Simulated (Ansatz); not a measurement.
## Where K_Lu (site 2) puts its levels in the gap of K3LuF6 (P2_1/c)

Wanted: the transition levels of a antisite in K3LuF6 (P2_1/c), from a cell of 60 host atoms with 1 Lu taken out and 1 K put in.

Program: Ansatz 0.2.0. Level of theory: place-levels on PBEsol runs: charge-transition levels and formation energies with image-charge correction and potential alignment at the atomic sites. Results are calculated unless marked as measured.

In doubt: warnings of the run leave room for a lower electronic state (in some of the runs), so energies may not be the lowest and differences between runs may mislead.

**1. Set-up**

The cell holds 60 atoms: 19 K, 5 Lu and 36 F. Its edges and angles: a = 14.077 Å, b = 9.014 Å, c = 10.807 Å, α = 66.9°, β = 120.1°, γ = 106.3°. It derives from K3LuF6 (space group P2_1/c). Nearest the centre at fractional (0.833, 0.667, 0.500): K21 at 0.00 Å, F51 at 2.13 Å, F54 at 2.13 Å, F42 at 2.13 Å, F39 at 2.13 Å, F27 at 2.14 Å, F30 at 2.14 Å, K8 at 3.70 Å.

Known beforehand: the electronic dielectric constant, (2.05, 2.05, 2.03), and the static one, principal values (6.91, 7.70, 17.26), from a response run on this crystal (DFPT, PBEsol) at that run's own cell.

The cell's shortest repeat is 9.0 Å.

**2. What was run first**

A transition level is the Fermi level at which two charge states cost the same, so each charge needs its own total energy, at its own relaxed structure.

Each atom starts 0.05 Å or so off its site in a random direction: a symmetric start keeps its symmetry, and would miss off-centre moves and Jahn–Teller distortions. Forces are taken at one point at (¼, ¼, ¼). The cell holds 2 electrons more than the neutral one, with a uniform background that keeps it neutral on the whole.

The sampling was tested on the host first: at the k-points planned (1x1x1 shifted 0.25 0.25 0.25) its energy lies 0.000 eV an atom from the dense-mesh value, under the bound of 0.02 eV set for this test; that bounds the host's error, not the defect's.

One of the inputs; charge, spin and start change from state to state.

qm2.relax/input.yaml reads:

```yaml
crystal:
  lattice:
    - [12.48474563, 6.50322292, -0.01484715]
    - [-6.24237281, 6.50322292, 0.00742358]
    - [-6.10451558, 0.0, 8.91719034]
  atoms:
    - { symbol: K, position: [0.0, 0.5, 0.0] }
    - { symbol: K, position: [0.33333333, 0.16666667, 0.0] }
    - { symbol: K, position: [0.66666667, 0.83333333, 0.0] }
[... 1 atom line left out ...]
    - { symbol: K, position: [0.5, 0.5, 0.5] }
[... 2 atom lines left out ...]
    - { symbol: K, position: [0.59259369, 0.46036118, 0.24338091] }
    - { symbol: K, position: [0.92592702, 0.12702785, 0.24338091] }
    - { symbol: K, position: [0.07407298, 0.87297215, 0.75661909] }
[... 1 atom line left out ...]
    - { symbol: K, position: [0.74073965, 0.20630548, 0.75661909] }
[... 1 atom line left out ...]
    - { symbol: K, position: [0.60937623, 0.94357864, 0.25661909] }
    - { symbol: K, position: [0.94270956, 0.61024531, 0.25661909] }
    - { symbol: K, position: [0.05729044, 0.38975469, 0.74338091] }
[... 1 atom line left out ...]
    - { symbol: K, position: [0.72395711, 0.72308802, 0.74338091] }
[... 2 atom lines left out ...]
    - { symbol: Lu, position: [0.83333333, 0.66666667, 0.5] }
[... 5 atom lines left out ...]
    - { symbol: F, position: [0.83972289, 0.92522331, 0.4246761] }
[... 2 atom lines left out ...]
    - { symbol: F, position: [0.82694378, 0.40811003, 0.5753239] }
[... 8 atom lines left out ...]
    - { symbol: F, position: [0.77805751, 0.66118218, 0.27833662] }
[... 2 atom lines left out ...]
    - { symbol: F, position: [0.88860916, 0.67215115, 0.72166338] }
    - { symbol: F, position: [0.01476895, 0.92447074, 0.22166338] }
[... 3 atom lines left out ...]
    - { symbol: F, position: [0.65189772, 0.4088626, 0.77833662] }
[... 3 atom lines left out ...]
    - { symbol: F, position: [0.66559317, 0.65573161, 0.45068162] }
[... 2 atom lines left out ...]
    - { symbol: F, position: [1.0010735, 0.67760172, 0.54931838] }
[... 5 atom lines left out ...]
    - { symbol: F, position: [0.95137665, 0.22729857, 0.95068162] }
  supercell: [1, 1, 1]
  defects: [{ substitution: { at: 20, symbol: K } }]
total_charge: -2
basis:
  ecutwfc: 420
  xc_grid: 2
hamiltonian:
  xc: pbesol
kpoints:
  mp_grid: { grid: [1, 1, 1], shift: [0.25, 0.25, 0.25] }
scf:
  occupations: { method: fixed }
  max_iter: 80
output:
  forces: true
  charged_corrections:
    epsilon: [2.05, 2.05, 2.03]
    static_epsilon: [[8.0, 0.0, -3.17], [0.0, 7.7, 0.0], [-3.17, 0.0, 16.17]]
relax:
  f_tol: 0.02
  max_steps: 80
  random_displacement: { amplitude: 0.05, seed: 8643 }
checkpoint:
  write: "../qm2.relax.run"
  compress: false
  write_wavefunctions: true
  write_every: 100000
```

Launch:

```
$ ansatz run input.yaml --threads 4 --pin off --max-ram 7536MiB --backend cpu --events-out ev --progress --plain --runs-dir out
```

Defect states can disperse in a cell of this size, so the energy is taken again at a 2×2×2 shifted mesh, on the relaxed structure.

The run of this state that the levels use, under PBEsol:

qm2.point/input.yaml reads:

```yaml
crystal:
  checkpoint: "../qm2.relax.run"
  host: checkpoint
total_charge: -2
basis:
  ecutwfc: 420
  xc_grid: 2
hamiltonian:
  xc: pbesol
kpoints:
  mp_grid: { grid: [2, 2, 2], shift: [0.5, 0.5, 0.5] }
scf:
  occupations: { method: fermi_dirac, width: 0.01 }
  max_iter: 80
output:
  forces: true
  eigenvalues: true
  charged_corrections:
    epsilon: [2.05, 2.05, 2.03]
    static_epsilon: [[8.0, 0.0, -3.17], [0.0, 7.7, 0.0], [-3.17, 0.0, 16.17]]
    defect_position: [0.833333, 0.666667, 0.5]
  eigenstates: { localisation: true }
  populations: true
  band_densities: [{ bands: [v1, v1] }, { bands: [c1, c1] }]
  write_density: true
  write_potential: true
  volumetric_format: npy
  elf: true
checkpoint:
  read: "../qm2.relax.run"
  write: "../qm2.point.run"
  compress: false
  write_wavefunctions: false
  write_every: 100000
```

Relaxations under PBEsol at one point at (¼, ¼, ¼); times on 4 threads of Arm Neoverse V1, shared host:

```csv
charge,moment (μB),occupations,outcome,steps,largest displacement against the far atoms (Å),time
−2,0,fixed,converged,8,0.49,2.7 min
−1,1,fixed,converged,5,0.40,13 min
0,0,fixed,not converged,-,-,91 s
0,0,fermi-dirac,converged,6,0.42,14 min
0,2,fixed,converged,6,0.40,16 min
```

Single points under PBEsol at a 2×2×2 shifted mesh; times on 4 threads of Arm Neoverse V1, shared host:

```
charge  moment (μB)  occupations    outcome     time
    −2            0  fermi-dirac  converged  2.2 min
    −1            1  fermi-dirac  converged  9.6 min
     0            0  fermi-dirac  converged  4.3 min
     0            2  fermi-dirac  converged   12 min
```

Distances (Å) from K21 to the nearest atoms after relaxation with PBEsol:

```
charge  moment (μB)      1.      2.      3.      4.      5.      6.
    −2            0  F 2.49  F 2.49  F 2.49  F 2.49  F 2.55  F 2.55
    −1            1  F 2.46  F 2.46  F 2.51  F 2.51  F 2.52  F 2.52
     0            0  F 2.46  F 2.46  F 2.50  F 2.50  F 2.52  F 2.52
     0            2  F 2.44  F 2.44  F 2.50  F 2.50  F 2.50  F 2.50
```

**3. Levels against the band edges, PBEsol**

A charged cell interacts with its images and the background, and its potential has another zero than the host's. place-levels removes the first by a point-charge model, screened by the static dielectric constant since the ions have relaxed around the charge, and the second by comparing potentials at atoms far from the defect.

The host is a run of the defect-free crystal in the same cutoffs, grids and k-points, so that basis and sampling errors cancel in part in the differences. Its band edges come from a run of the primitive cell that searches the zone for them. Chemical potentials are energies per atom of Lu (hcp) and K (bcc), run with the same functional and cutoff.

levels.point.yaml reads:

```yaml
host:
  run: host.point.run
  levels_from: { run: edges.point.run }
states: [qm2.point.run, qm1_M1.point.run, q0.point.run, q0_M2.point.run]
geometry_from:
  qm2.point.run: qm2.relax.run
  qm1_M1.point.run: qm1_M1.relax.run
  q0.point.run: q0.relax_smeared.run
  q0_M2.point.run: q0_M2.relax.run
  host.point.run: host.relax.run
chemical_potentials:
  Lu:
    energy: -14611.483177
    dataset: <sha256 of the dataset>
  K:
    energy: -1516.029766
    dataset: <sha256 of the dataset>
epsilon: [2.05, 2.05, 2.03]
static_epsilon:
  - [8.0, 0.0, -3.17]
  - [0.0, 7.7, 0.0]
  - [-3.17, 0.0, 16.17]
vertical:
  - { from: qm1_M1.point.run, to: qm1_M1.point_neutral.run }
```

Launch:

```
$ ansatz place-levels levels.point.yaml -- --threads 4 --pin off --max-ram 7536MiB
```

Numbers of over 12 decimals in the logs are rounded to 6 here.

What it wrote:

```text
[... repeated set-up lines and file paths are left out, and long positions are rounded to six places ...]
(0/-1) 0.000 eV above the valence edge (-0.036 eV without the band-filling correction), 5.649 eV under the conduction edge
(-1/-2) 0.586 eV above the valence edge, 5.063 eV under the conduction edge
formation energy of charge 0: +12.370 eV with the Fermi level at the valence edge
formation energy of charge -1: +12.370 eV with the Fermi level at the valence edge
formation energy of charge -2: +12.956 eV with the Fermi level at the valence edge
vertical -1 to 0: no energy, since no alignment is typed
  the change from vertical[0].from (qm1_M1.point.run) to vertical[0].to (qm1_M1.point_neutral.run): by its spins about the atoms it stands at 0.834 0.667 0.500, with an rms radius of about 3.5 Å (2.1 2.0 1.9 Å across the planes of the cell's vectors); [...]
  edges by pbesol of host.levels_from (edges.point.run), its mesh sampled to repeats of 32.42 Å (the valence edge +0.007 eV and the conduction edge -0.254 eV from those of the host's own run), gap 5.649 eV; the host is sampled to repeats of 22.06 Å
  the defect's cells are sampled to repeats of 22.06 Å, like sampling
  charge 0: +0.000 eV for its dipole among its images, +0.000 omitted
  states[3] (q0_M2.point.run): levels filled in part (TS 0.022 eV): its energy is of no whole electron's
  charge -1: -130760.9055 eV with its correction of +0.531 eV, at epsilon [[8, 0, -3.17], [0, 7.7, 0], [-3.17, 0, 16.17]], aligned at sites: -0.3398 eV, mean over 41 atomic sites at or beyond 4.51 Å from the defect at [0.8333, 0.6667, 0.5000], with -0.037522 [...]
  states[1] (qm1_M1.point.run): levels filled in part (TS 0.016 eV): its energy is of no whole electron's
  charge -2: -130757.8649 eV with its correction of +1.353 eV, at epsilon [[8, 0, -3.17], [0, 7.7, 0], [-3.17, 0, 16.17]], aligned at sites: -0.2939 eV, mean over 41 atomic sites at or beyond 4.51 Å from the defect at [0.8333, 0.6667, 0.5000], with -0.052084 [...]
  charge 0: states[2] (q0.point.run) stands 0.126 eV higher, with a moment of 0.00 μB against 2.00
  states[2] (q0.point.run): levels filled in part (TS 0.043 eV): its energy is of no whole electron's
  of states[3] (q0_M2.point.run): a band-filling correction moves a carrier to the host's band edge, which changes its energy by -0.036 eV; [...]
  of states[1] (qm1_M1.point.run): it parts from the run at its places by a charge that spreads by about 2 Å along one vector (1.4 Å or more is wide), by the spins about the atoms, where the cell does not tell a trapped carrier from a band state. [...]
  of states[0] (qm2.point.run): how wide its charge is, is not read beside other atoms or cores, and a band state would take no correction. [...]
  of states[2] (q0.point.run): its alignment with the host at atomic sites is doubtful: the mean over the far sites moves by +0.0661 eV from their farther parts to their nearer, more than 0.05 eV. [...]
  vertical[0].from (qm1_M1.point.run): levels filled in part (TS 0.016 eV): its energy is of no whole electron's
  of vertical[0].from (qm1_M1.point.run): its displacements don't fall off away from the defect: farther atoms stand 0.069 Å off the host's places. [...]
  vertical[0].to (qm1_M1.point_neutral.run): levels filled in part (TS 0.043 eV): its energy is of no whole electron's
  of vertical[0].to (qm1_M1.point_neutral.run): its displacements don't fall off away from the defect: farther atoms stand 0.069 Å off the host's places. [...]
```

Elapsed: 0.37 s, on 4 threads of Arm Neoverse V1, shared host.

Under PBEsol the gap is 5.65 eV, (0/−1) 0.00 (with band filling), (−1/−2) 0.59 eV.

Levels between the charges placed, in eV above the valence top:

```csv
,gap (eV),(0/−1),(−1/−2)
PBEsol,5.65,0.00,0.59
```

Corrections by state:

| charge | moment (μB) | image terms and alignment (eV) | band filling (eV) | ε used | over the lowest of its charge, as the program ranks them, band filling apart (eV) |
| --- | --- | --- | --- | --- | --- |
| 0 | 2.0 | 0.000 | -0.036 | - | 0.000 |
| −1 | 1.0 | 0.531 | - | principal values (6.91, 7.70, 17.26) | 0.000 |
| −2 | 0.0 | 1.353 | - | principal values (6.91, 7.70, 17.26) | 0.000 |
| 0 | 0.0 | 0.000 | - | - | 0.126 |

The charged structures listed were also run neutral, and place-levels reads from each pair, by the potential or the spins, how wide the charge is by which they differ; that can be the carrier of either run.

```
charge  rms radius (Å)  spread where it is widest against the cell (Å)  wide from (Å)  reading
    −1             3.5                                            1.99           1.43     wide
```

The neutral runs of these pairs need not share the spin of the lowest neutral state, and very wide values only mean spread over the cell.

From the program's caveats on the states, each cut to its opening words:

- charge 0 (2 μB): a band-filling correction moves a carrier to the host's band edge, which changes its energy by -0.036 eV
- charge 0 (2 μB): its alignment with the host at atomic sites is doubtful: the mean over the far sites moves by +0.0547 eV from their farther parts to their nearer, more than [...]
- charge 0 (2 μB): its displacements don't fall off away from the defect: farther atoms stand 0.06 Å off the host's places
- charge −1 (1 μB): it parts from the run at its places by a charge that spreads by about 2 Å along one vector (1.4 Å or more is wide), by the spins about the atoms, where the [...]
- charge −1 (1 μB): its displacements don't fall off away from the defect: farther atoms stand 0.069 Å off the host's places
- charge −2: how wide its charge is, is not read beside other atoms or cores, and a band state would take no correction
- charge −2: the far atoms show a dipole or second moment of the defect's charge, for which the correction takes or leaves out 0.104 eV: further moments aren't read, and [...]
- charge −2: its displacements don't fall off away from the defect: farther atoms stand 0.092 Å off the host's places
- charge 0: its alignment with the host at atomic sites is doubtful: the mean over the far sites moves by +0.0661 eV from their farther parts to their nearer, more than [...]
- charge 0: its displacements don't fall off away from the defect: farther atoms stand 0.063 Å off the host's places

Chemical potentials of the elements' reference phases, run alike. Formation energy by charge state (elemental references; gap 5.65 eV):

| charge | at valence top (eV) | at conduction bottom (eV) | correction included (eV) |
| --- | --- | --- | --- |
| 0 | 12.37 | 12.37 | -0.04 |
| −1 | 12.37 | 6.72 | 0.53 |
| −2 | 12.96 | 1.66 | 1.35 |

```tsv
Fermi level (eV)	lowest formation energy (eV)
0.00	12.37
0.51	11.86
1.03	10.90
1.54	9.88
2.05	8.85
2.57	7.83
3.08	6.79
3.60	5.76
4.11	4.74
4.62	3.71
5.14	2.68
5.65	1.66
```

**4. Placing the levels, r2SCAN**

r2SCAN on the same structure is run to see how far the result rests on the functional, though not on the errors that semilocal functionals share; the sampling changes too, to one point at (¼, ¼, ¼), so differences hold both changes.

qm2.r2scan/input.yaml reads:

```yaml
crystal:
  checkpoint: "../qm2.relax.run"
  host: checkpoint
total_charge: -2
basis:
  ecutwfc: 500
  xc_grid: 2
hamiltonian:
  xc: r2scan
kpoints:
  mp_grid: { grid: [1, 1, 1], shift: [0.25, 0.25, 0.25] }
scf:
  occupations: { method: fermi_dirac, width: 0.01 }
  max_iter: 80
output:
  forces: true
  eigenvalues: true
  charged_corrections:
    epsilon: [2.05, 2.05, 2.03]
    static_epsilon: [[8.0, 0.0, -3.17], [0.0, 7.7, 0.0], [-3.17, 0.0, 16.17]]
    defect_position: [0.833333, 0.666667, 0.5]
checkpoint:
  write: "../qm2.r2scan.run"
  compress: false
  write_wavefunctions: false
  write_every: 100000
```

The job ended after 51 s (4 threads; peak memory 2.8 GiB).

levels.r2scan.yaml reads:

```yaml
host:
  run: host.r2scan.run
  levels_from: { run: edges.r2scan.run }
states: [qm2.r2scan.run, qm1_M1.r2scan.run, q0.r2scan.run, q0_M2.r2scan.run]
geometry_from:
  qm2.r2scan.run: qm2.relax.run
  qm1_M1.r2scan.run: qm1_M1.relax.run
  q0.r2scan.run: q0.relax_smeared.run
  q0_M2.r2scan.run: q0_M2.relax.run
  host.r2scan.run: host.relax.run
chemical_potentials:
  Lu:
    energy: -14743.696391
    dataset: <sha256 of the dataset>
  K:
    energy: -1542.480493
    dataset: <sha256 of the dataset>
```

Launch:

```
$ ansatz place-levels levels.r2scan.yaml -- --threads 4 --pin off --max-ram 7536MiB
```

What it wrote:

```text
[...]
(-1/-2) 0.444 eV above the valence edge, 5.747 eV under the conduction edge
formation energy of charge 0: +13.395 eV with the Fermi level at the valence edge
formation energy of charge -1: +13.395 eV with the Fermi level at the valence edge
formation energy of charge -2: +13.839 eV with the Fermi level at the valence edge
  edges by r2scan of host.levels_from (edges.r2scan.run), its mesh sampled to repeats of 32.42 Å (the valence edge +0.013 eV and the conduction edge -0.562 eV from those of the host's own run), gap 6.191 eV; the host is sampled to repeats of 11.03 Å
[... the lines on each state left out ...]
```

Wall time 0.32 s (4 threads).

Under r2SCAN the gap is 6.19 eV, (0/−1) 0.00 (with band filling), (−1/−2) 0.44 eV; the stage before (PBEsol, at other k-points) gave a gap of 5.65 eV and levels within 0.14 eV of these.

**5. Another choice**

In this try the input is made faulty on purpose, to show what that does.

Another version of the file is tried.

levels.try0.yaml is levels.point.yaml with these lines changed:

```diff
-states: [qm2.point.run, qm1_M1.point.run, q0.point.run, q0_M2.point.run]
+states: [qm2.relax.run, qm1_M1.point.run, q0.point.run, q0_M2.point.run]
-  qm2.point.run: qm2.relax.run
```

Launch:

```
$ ansatz place-levels levels.try0.yaml -- --threads 4 --pin off --max-ram 7536MiB
```

What it wrote:

```text
Error: states: the states of charge -2 and -1 were not made alike: the mesh or its shifts (kpoints.further_shifts), scf.occupations
```

The change: a state from another k-mesh.

No levels were formed: the file was rejected.

**6. Side by side**

Levels between neighbouring charges, in eV above each run's own valence top:

|  | gap (eV) | (0/−1) | (−1/−2) | CPU time a state at this stage (restarts are quicker than cold starts) |
| --- | --- | --- | --- | --- |
| PBEsol, 2×2×2 shifted mesh | 5.65 | 0.00 | 0.59 | 27 min |
| r2SCAN on PBEsol structures, (¼, ¼, ¼) | 6.19 | 0.00 | 0.44 | 57 min |

**7. Summary of results**

| Quantity | Value |
| --- | --- |
| gap of the host | 5.65 eV (PBEsol) |
| level (0/minus 1) | 0.00 eV above the valence top (-0.04 eV above the valence top without the band-filling term) |
| level (minus 1/minus 2) | 0.59 eV above the valence top |
| lowest of the charges placed, just above the valence top (0.02 eV) | −1 |
| lowest of the charges placed, just below the conduction bottom (0.02 eV) | −2 |
| lowest formation energy at mid-gap of the charges run, elemental references | 7.31 eV |

Of the charges placed (−2, −1 and 0), the lowest changes at 0.59 eV (−1/−2) above the valence top, in a gap of 5.65 eV. (−1/−2) lies nearer to a band edge than the share of the finite-size correction in it (0.82 eV), and that correction holds for a localised charge alone. Charges above 0 and below −2 were not placed, so these runs say nothing of levels that involve them. States placed: 0 at 2 μB and 0 μB; −1 at 1 μB; −2 at 0 μB. Other spin states or structures, where not listed, weren't placed. The program finds carriers beyond a band edge of the host and adds a band-filling term at charge 0 (-0.04 eV); steps to such a charge show no bound level, and a defect level inside a band would be read the same way. The program doubts the alignment of potentials for at least one state, a sign that the cell is small. Keep in mind: PBEsol makes the gap too small and tends to spread out bound carriers; where a gas molecule sets a chemical potential or the host's formation energy, its binding is uncorrected; spin–orbit coupling, which can matter with heavy atoms, is left out.

[Logs are printed without paths, hosts, clocks, repeated set-up lines and the standing remarks that a program may print on its own settings, such as how far it seeks lower states.]

[Hosts, paths, dates, database ids (printed as entryN), source tags and the programs' standing remarks are cut or masked in the printed files.]

[Where a table of states has a column of steps, it counts the stored structures, which are thinned; the runs took as many ionic steps or more.]

[A defect's name tells the site on which it was built; relaxed atoms can leave that site.]

[For some hosts the program warned that the k-mesh of the response run may be too coarse for force constants and the static dielectric constant; such warnings are not shown here.]
